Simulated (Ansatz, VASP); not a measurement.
# Se in VASP and in Ansatz

```
Se
1.0
     1.85813    1.07279    1.51703
    -1.85813    1.07279    1.51703
     0.00000   -2.14558    1.51703
Se
1
Cartesian
  0.0000 0.0000 0.0000
```

Alike in both runs: functional PBE; k mesh 16 × 16 × 16; occupations gaussian, width 0.05 eV; no spin polarisation.

Ansatz relaxed the structure, and its values are those at the end. VASP's run is a single point on that final structure, the one shown.

|  | VASP | Ansatz |
| --- | --- | --- |
| version | VASP 6.6.1 | Ansatz 0.2.0 |
| potentials or method | VASP PAW PBE potentials, release 64 (Se) | scalar-relativistic, plane waves, PAW |
| plane-wave cutoff (eV) | 520 | 420 |
| valence electrons in the cell | 6 | 16 |

```csv
,VASP,Ansatz,Ansatz less VASP
gap on the k mesh at the Fermi level (eV),none,none,-
pressure (GPa),26.0,25.8,-0.20
```

A gap of «none» marks a metal or a gap that the smearing closes. The two sets of potentials don't hold the same shells in valence.

Caveats: so large a pressure means that the cell lies far from this level's equilibrium, or that cutoff or potentials fall short (VASP).
